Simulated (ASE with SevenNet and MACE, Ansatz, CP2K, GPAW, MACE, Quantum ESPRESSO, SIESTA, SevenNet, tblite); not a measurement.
**Machine-learned potentials runs on H-capped AlAs nanowire along [111] (40 atoms)**

Aim: run H-capped AlAs nanowire along [111] (40 atoms) in machine-learned potentials and see how near its forces come to a plane-wave reference, and at what cost.

Program: ASE with SevenNet and MACE. Level of theory: the method is named at each step. Results are calculated unless marked as measured.

## Step 1: Set-up

The cell holds 40 atoms: 9 Al, 9 As and 22 H. Its edges and angles: a = 19.586 Å, b = 16.545 Å, c = 9.805 Å, α = 90.0°, β = 90.0°, γ = 90.0°. It derives from AlAs (zinc-blende). Diamond section of size parameter 4.53 Å cut from zinc-blende AlAs (a = 5.661 Å) along [111], 1 period, broken bonds capped with H, 9 Å of vacuum. Then every atom was moved at random, 0.05 Å r.m.s. a Cartesian component (hydrogen 0.6 of that). Regions: wire, 18 atoms (9 Al and 9 As); hydrogen, 22 atoms (22 H). Vacuum lies along a and b. The structure's axis is c.

The yardstick, on the same geometry:

```
method                                           : Kohn-Sham DFT, PBE, SSSP efficiency 1.3.0 pseudopotentials, plane waves (Quantum ESPRESSO 7.5); sssp-pbe-1.3.0-efficiency, cutoffs 45/360 Ry, Γ point
r.m.s. force component                           : 0.7962 eV/Å
longest force                                    : 3.657 eV/Å
gap (highest filled to lowest empty level) : 3.295 eV
time                                             : 2.2 min on 4 MPI ranks of Arm Neoverse V2, shared host
CPU time                                         : 8.8 min
```

## Step 2: SevenNet 0 potential

Method: machine-learned interatomic potential SevenNet 0, trained on PBE(+U) plane-wave data.

The input, run.py:

```python
import numpy as np
from ase.io import read
import mlip  # loads the published weights by name

atoms = read("structure.xyz")
atoms.calc = mlip.calc("7net-0")
energy = atoms.get_potential_energy()
forces = atoms.get_forces()
print(f"energy {energy:.6f} eV")
print("forces (eV/A)")
for i, (a, f) in enumerate(zip(atoms, forces)):
    print(f"{i:4d} {a.symbol:2s} {f[0]:10.5f} {f[1]:10.5f} {f[2]:10.5f}")
```

The input, structure.xyz:

```xyz
40
Lattice="19.58599 0.00000 0.00000 0.00000 16.54490 0.00000 0.00000 0.00000 9.80514" Properties=species:S:1:pos:R:3 pbc="T T T"
Al 7.83773 7.19256 3.24129
As 7.78073 7.16841 5.78386
Al 5.82899 8.26600 9.77180
As 5.72851 8.37106 2.36461
Al 7.71140 9.43374 6.53179
As 7.76917 9.47460 8.94258
Al 11.75590 7.19306 3.32306
As 11.79233 7.16841 5.72963
Al 9.78085 6.01705 6.51365
As 9.79691 5.94061 8.97337
Al 9.77928 8.35997 9.74984
As 9.83295 8.14903 2.47550
Al 9.87036 10.57666 3.34394
As 9.80259 10.62331 5.72277
Al 11.82543 9.45905 6.55385
As 11.90436 9.40627 8.92425
Al 13.76895 8.16325 0.03765
As 13.71568 8.28502 2.50551
H 7.81559 5.64760 2.73230
H 6.58050 6.42488 6.25793
H 5.77003 6.82179 9.32312
H 4.51418 9.02442 9.30351
H 5.83878 9.79144 2.96174
H 4.58665 7.58832 2.95527
H 6.47670 10.13905 6.00663
H 7.79072 10.87579 9.51197
H 11.82504 5.63106 2.70553
H 13.05054 6.41049 6.20881
H 9.79809 4.52139 6.03506
H 11.03220 5.28047 9.50883
H 8.54263 5.28659 9.48765
H 11.06726 11.37694 2.77378
H 8.50306 11.37545 2.76701
H 9.78457 12.01855 6.24784
H 13.06993 10.21366 6.05860
H 11.74396 10.91384 9.51285
H 13.80264 6.85091 9.29410
H 15.03519 9.06545 9.27390
H 15.06026 7.53968 2.98557
H 13.78227 9.80633 2.94860
```

Launch:

```sh
OMP_NUM_THREADS=1 python run.py > output.txt
```

Output:

```text
energy -146.492523 eV
forces (eV/A)
   0 Al   -0.64572   -1.07270    0.01253
   1 As    0.77308    0.32654   -0.63201
   2 Al   -1.10532    0.63343   -0.45554
   3 As    1.00145    0.23445    0.48330
   4 Al    0.78716    0.22140   -0.02183
   5 As    0.30118   -0.70738    0.04298
   6 Al    0.30787   -2.11683   -0.48952
   7 As   -0.27664    0.10534    0.31035
   8 Al    0.16874   -0.47052   -0.18433
   9 As   -0.11980    1.12174   -0.25257
  10 Al    0.49314   -0.28891    0.24986
  11 As   -0.33304    1.34430   -0.56183
  12 Al   -1.34645    0.69438   -1.23786
  13 As   -0.17330   -1.07335    0.27217
  14 Al   -0.23246    0.04441   -0.23697
  15 As   -1.05078    0.57593    0.84545
  16 Al    1.46120    2.88113    0.18531
  17 As    1.11800    0.63657    0.26281
  18 H    -0.01337    0.58586    0.23519
  19 H    -0.88157   -0.54185    0.35930
  20 H     0.34540   -1.04001   -0.26046
  21 H     0.21188    0.18841   -0.00982
  22 H    -0.11607    0.15815    0.01030
  23 H    -0.66959   -0.32601    0.32337
[...]
32 H     0.64630   -0.78328    0.44758
  33 H    -0.00021    0.83799    0.24525
  34 H     0.46267    0.27606   -0.27873
  35 H     0.21391   -0.46416   -0.13606
  36 H    -0.25880   -2.69033   -0.87307
  37 H    -0.63005   -0.36148    0.45214
  38 H    -0.45002    0.26927   -0.09130
  39 H    -0.00063   -0.41633   -0.14508
```

It took 6.3 s on 1 thread of Arm Neoverse V2, shared host; peak memory 0.6 GiB.

Banners, paths, timers and routine set-up lines are dropped from the logs unmarked, and long logs keep their key lines alone; longer cuts are marked.

Numbers from this run, and their distance from the reference:

```
r.m.s. force component                  : 0.6828 eV/Å
r.m.s. difference of force components   : 314.1 meV/Å
longest difference of force vectors     : 940.7 meV/Å
force difference over r.m.s. force      : 39.45 %
slope of forces against the reference's : 0.7899
correlation of force components         : 0.9211
```

Length of the force difference by element (eV/Å):

```
element  atoms  mean  most
     Al      9  0.46  0.60
     As      9  0.48  0.75
      H     22  0.54  0.94
```

Local excerpt of 9 atoms (numbers count through the whole input) about Al13, picked at random; x, y, z are measured from there.

```
atom      x      y      z  distance (Å)  bonds     Fx     Fy  Fz (eV/Å)
Al13   0.00   0.00   0.00          0.00      4  -1.35   0.69      -1.24
 H32   1.20   0.80  -0.57          1.55      1   0.60  -0.11       0.01
 H33  -1.37   0.80  -0.58          1.69      1   0.65  -0.78       0.45
As14  -0.07   0.05   2.38          2.38      4  -0.17  -1.07       0.27
As12  -0.04  -2.43  -0.87          2.58      4  -0.33   1.34      -0.56
 H34  -0.09   1.44   2.90          3.24      1   0.00   0.84       0.25
 Al7   1.89  -3.38  -0.02          3.87      4   0.31  -2.12      -0.49
Al15   1.96  -1.12   3.21          3.92      4  -0.23   0.04      -0.24
 Al1  -2.03  -3.38  -0.10          3.95      4  -0.65  -1.07       0.01
```

Atoms are counted from 1 here, from 0 in the log.

Forces lie 39 % from the reference's, at 0.012 times its CPU time (on 1 against 4 cores).

## Step 3: MACE MPA-0 medium potential

Method: machine-learned interatomic potential MACE MPA-0 medium, trained on PBE(+U) plane-wave data.

Edit run.py of step 2 so:

```diff
@@ -5,3 +5,3 @@
 atoms = read("structure.xyz")
-atoms.calc = mlip.calc("7net-0")
+atoms.calc = mlip.calc("mace-mpa-0-medium")
 energy = atoms.get_potential_energy()
```

structure.xyz is that of step 2.

Output:

```text
energy -144.350283 eV
forces (eV/A)
   0 Al   -0.90862   -1.07354    0.21881
   1 As    0.88974    0.34659   -0.87718
   2 Al   -0.86984    1.09827   -0.49735
   3 As    1.87972    0.08615    0.46144
   4 Al    1.14907    0.54621    0.08458
   5 As    0.52408   -0.47373    0.49562
   6 Al    0.43758   -2.26826   -0.15117
   7 As   -0.27773    0.13786    0.42573
   8 Al    0.17393   -0.42743   -0.28830
   9 As   -0.12660    1.76622   -0.54273
  10 Al    0.50923   -0.10299    0.67100
  11 As   -0.40412    1.92367   -0.99231
  12 Al   -1.29959    0.28603   -1.30370
  13 As   -0.34089   -1.58864    0.72202
  14 Al   -0.54253    0.31814   -0.35312
  15 As   -1.34579    0.72272    1.44304
  16 Al    1.33649    3.31364    0.49463
  17 As    0.69732    0.60144    0.05669
  18 H    -0.20365    0.45975    0.12120
  19 H    -0.62318   -0.38465    0.27405
  20 H     0.48712   -1.53890   -0.17873
  21 H    -0.11603    0.37433   -0.07270
  22 H    -0.57966   -0.56777    0.05732
  23 H    -0.47637    0.28786    0.44508
[...]
32 H     0.12934   -0.59443    0.30938
  33 H     0.00404    0.59647    0.25759
  34 H     0.77763    0.36852   -0.46145
  35 H     0.14938   -1.09117   -0.46469
  36 H    -0.38141   -3.31421   -0.97066
  37 H    -0.36397   -0.12417    0.40602
  38 H    -0.75855    0.83221   -0.09286
  39 H     0.34518   -1.06198   -0.12038
```

Run time: 6.2 s. Hardware: 1 thread; peak memory 0.69 GiB.

Numbers from this run, and their distance from the reference:

```yaml
r_m_s_force_component: 0.8182 eV/Å
r_m_s_difference_of_force_components: 167.1 meV/Å
longest_difference_of_force_vectors: 559.1 meV/Å
force_difference_over_r_m_s_force: 20.98 %
slope_of_forces_against_the_reference_s: 1.006
correlation_of_force_components: 0.9789
```

Against the first run (39 %), the force difference from the reference is 21 %, at 0.98 times the CPU time.

## Step 4: SevenNet l3i5 potential

Method: machine-learned interatomic potential SevenNet l3i5, trained on PBE(+U) plane-wave data.

Edit run.py of step 3 so:

```diff
@@ -5,3 +5,3 @@
 atoms = read("structure.xyz")
-atoms.calc = mlip.calc("mace-mpa-0-medium")
+atoms.calc = mlip.calc("7net-l3i5")
 energy = atoms.get_potential_energy()
```

structure.xyz is that of step 3.

Output:

```text
energy -144.528351 eV
forces (eV/A)
   0 Al   -0.51752   -0.75931    0.11511
   1 As    0.23890    0.08412   -0.61974
   2 Al   -0.62579    0.91380   -0.30714
   3 As    0.76640    0.34323    0.76103
   4 Al    1.02851    0.18006    0.21695
   5 As    0.16840   -0.10079    0.39678
   6 Al    0.24186   -1.81133   -0.27334
   7 As    0.22082   -0.17018    0.36512
   8 Al    0.17161   -0.20042   -0.08928
   9 As   -0.09442    0.86754   -0.04950
  10 Al    0.50666   -0.04976    0.71308
  11 As   -0.28962    1.37427   -0.58413
  12 Al   -1.47009    0.17755   -0.94717
  13 As   -0.20481   -0.69683    0.37084
  14 Al   -0.51421    0.02218    0.02891
  15 As   -0.75429    0.81773    1.10520
  16 Al    1.10965    3.50856    0.60024
  17 As    1.36576    0.63702    0.45567
  18 H    -0.12562    0.10195   -0.00151
  19 H    -0.45675   -0.31681    0.16298
  20 H     0.31405   -1.64853   -0.40621
  21 H    -0.34362    0.45483   -0.12216
  22 H    -0.36898   -0.33900    0.03356
  23 H    -0.27409    0.15208    0.16498
[...]
32 H     0.39008   -0.54661    0.26679
  33 H     0.00607    0.50880    0.04915
  34 H     1.03040    0.59037   -0.47299
  35 H     0.16342   -0.76125   -0.35389
  36 H    -0.26073   -3.59017   -1.32421
  37 H    -0.29094   -0.10876    0.28162
  38 H    -0.95918    0.71538   -0.21238
  39 H     0.21024   -0.81316   -0.09111
```

Elapsed: 7.2 s, on 1 thread; peak memory 0.73 GiB.

Against the reference:

```
r.m.s. force component                  : 0.7395 eV/Å
r.m.s. difference of force components   : 265.2 meV/Å
longest difference of force vectors     : 869 meV/Å
force difference over r.m.s. force      : 33.31 %
slope of forces against the reference's : 0.8759
correlation of force components         : 0.943
```

Against the first run (39 %), the force difference from the reference is 33 %, at 1.1 times the CPU time.

## Step 5: All runs compared

Differences are against the plane-wave reference, forces as r.m.s. over components; share is that over the reference's r.m.s. force, slope the least-squares factor from reference forces to these. Total energies of different programs have different zeros and aren't compared.

```
                        run  Δ force, r.m.s. (meV/Å)  share (%)  slope  cores  CPU time  memory (GiB)
                  reference                        -          -      -      4   8.8 min           4.8
       SevenNet 0 potential                      314       39.4  0.790      1     6.3 s           0.6
MACE MPA-0 medium potential                      167       21.0  1.006      1     6.2 s          0.69
    SevenNet l3i5 potential                      265       33.3  0.876      1     7.2 s          0.73
```

Times of the machine-learned potentials are mostly Python's start and the loading of weights.

CPU time is summed over cores on a shared host, where runs went side by side, so it is rough. Symmetry, cutoffs, thresholds, outputs and thread counts weren't matched or tuned between programs; memory under MPI is the largest rank's times the ranks.

## Step 6: Outcome

| Item | Value |
| --- | --- |
| nearest in forces | MACE MPA-0 medium potential, 21 % |
| its CPU time | 6.2 s |

In words: Machine-learned potentials differ by 21 % (MACE MPA-0 medium potential) to 39 % (SevenNet 0 potential); they were trained on other programs' data. Among those trained on PBE data the slope goes as low as 0.79, which softening far from their training structures can give, though the reference's k-sampling is untested too. Machine-learned potentials mimic data converged in k, so the reference's own k-point error enters their differences. Caps of real hydrogen don't mimic the fractional bonds of a polar compound, so surface states and strained caps may belong to the model. The electronic-structure runs sample only Γ, in a cell whose periodic width is 10 Å.

[Also dropped from logs without a mark: logging warnings of Python, and SIESTA's first energy breakdown and zero terms.]

[Logs are printed without paths, hosts, clocks, repeated set-up lines and the standing remarks that a program may print on its own settings, such as how far it seeks lower states.]

[Hosts, paths, dates, database ids (printed as entryN), source tags and the programs' standing remarks are cut or masked in the printed files.]
